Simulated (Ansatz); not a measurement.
# Al3Cu2: the cost of one run

Computed with Ansatz 0.2.0 (DFT PBEsol, scalar-relativistic, plane waves, PAW, unless a step's input says otherwise).

2 further runs of the same task are left out: 2 set aside as unsound or not needed. Runs told in other sessions of the task aren't counted.

### 1 The structure to begin with

The structure is trigonal, space group P-3m1 (No. 164). Conventional cell: a = 4.099 Å, b = 4.099 Å, c = 4.982 Å, α = 90.00°, β = 90.00°, γ = 120.00°. Al (site symmetry -3m) is surrounded by 6 Cu at 2.49 Å. Al (site symmetry 3m) has 5 Cu at 2.45 to 2.56 Å and 3 Al at 2.79 Å in its first shell of neighbours. Cu (site symmetry 3m) is surrounded by 8 Al at 2.45 to 2.56 Å.

As a file:

```cif
data_structure
_symmetry_space_group_name_H-M 'P 1'
_symmetry_Int_Tables_number 1
_cell_length_a 4.0986
_cell_length_b 4.0986
_cell_length_c 4.9821
_cell_angle_alpha 90.000
_cell_angle_beta 90.000
_cell_angle_gamma 120.000
_cell_volume 72.48
loop_
_atom_site_label
_atom_site_type_symbol
_atom_site_fract_x
_atom_site_fract_y
_atom_site_fract_z
_atom_site_occupancy
Al1 Al 0.00000 0.00000 0.00000 1
Al2 Al 0.33333 0.66667 0.35151 1
Al3 Al 0.66667 0.33333 0.64849 1
Cu1 Cu 0.33333 0.66667 0.84229 1
Cu2 Cu 0.66667 0.33333 0.15771 1
```

It goes back to an entry of the Materials Project, which need not be the stable form.

It is the result of an earlier relaxation at this level (volume 14.50 Å³/atom; gap on the mesh: none (metal)).

Its energy, with the smearing taken to zero, is -14752.0382 eV for the 5-atom cell on a 12×12×8 mesh; differences below count from it.

### 2 Making the start

12 Al, 8 Cu were thrown into a skewed cell at random, at 1.16 times a reference volume of the solid, and pushed apart as soft spheres.

The cell holds 12 Al, 8 Cu: a = 6.895 Å, b = 6.976 Å, c = 7.003 Å, α = 89.88°, β = 90.99°, γ = 93.07°.

### 3 Dynamics at 1720 K

The cutoff is lowered while the worst contacts of the packing are taken out. One k point, a Fermi-Dirac width of 0.148 eV and a fixed cell.

File input.yaml:

```yaml
crystal:
  lattice:
    - [6.892192, -0.185464, -0.060055]
    - [-0.185464, 6.973898, 0.006784]
    - [-0.060055, 0.006784, 7.002285]
  atoms:
    - { symbol: Al, position: [0.8366954102, 0.2161844555, 0.9264513389] }
    - { symbol: Al, position: [0.0172546472, 0.9951486204, 0.5234021214] }
    - { symbol: Al, position: [0.0388880876, 0.9004603469, 0.8554331316] }
    - { symbol: Al, position: [0.5153682806, 0.5758262146, 0.4010420626] }
    - { symbol: Al, position: [0.0543743321, 0.5396946842, 0.9458780507] }
    - { symbol: Al, position: [0.497849054, 0.4208466255, 0.7115637052] }
    - { symbol: Al, position: [0.0208793113, 0.3222875698, 0.6511039512] }
    - { symbol: Al, position: [0.6934685529, 0.8921906406, 0.9397331882] }
    - { symbol: Al, position: [0.2192398164, 0.3754040917, 0.3682884509] }
    - { symbol: Al, position: [0.3539305481, 0.7368610394, 0.958768237] }
    - { symbol: Al, position: [0.5730217787, 0.4940810852, 0.0650068043] }
    - { symbol: Al, position: [0.1706987887, 0.6425502679, 0.6228923679] }
    - { symbol: Cu, position: [0.7763385344, 0.8186549852, 0.2925163767] }
    - { symbol: Cu, position: [0.0890942628, 0.0927485412, 0.168401926] }
    - { symbol: Cu, position: [0.4070560139, 0.916618721, 0.2711284945] }
    - { symbol: Cu, position: [0.8024516448, 0.6368019518, 0.6315531572] }
    - { symbol: Cu, position: [0.4273352506, 0.1463709623, 0.9662938889] }
    - { symbol: Cu, position: [0.4834244923, 0.8492114953, 0.639360315] }
    - { symbol: Cu, position: [0.8684265595, 0.3865956268, 0.2493984442] }
    - { symbol: Cu, position: [0.6767708482, 0.1359451662, 0.4685109014] }
  symmetry: { detect: false }
basis:
  ecutwfc: 320
  xc_grid: 1
kpoints:
  mp_grid: { grid: [1, 1, 1], shift: [0.25, 0.25, 0.25] }
hamiltonian:
  xc: pbesol
scf:
  occupations: { method: fermi_dirac, width: 0.1482 }
  lower_state_search: "off"
  convergence: { dr2_threshold: 1.0e-05 }
output:
  forces: true
  stress: true
md:
  timestep: 3.0
  n_steps: 24
  ensemble: nvt_langevin
  friction: 0.03
  temperature: 1720.0
  initial_velocities: maxwell_boltzmann
  seed: 51773
```

Started as:

```console
> ansatz run input.yaml --threads 2 --pin off --max-ram 5120MiB --backend cpu --events-out ev --progress --plain --runs-dir out
```

Q: Estimate wall time and peak memory on 2 threads of Intel Xeon at 2.50GHz (Skylake/Cascade Lake), shared host.

About 96 s, with a peak of 0.47 GiB.
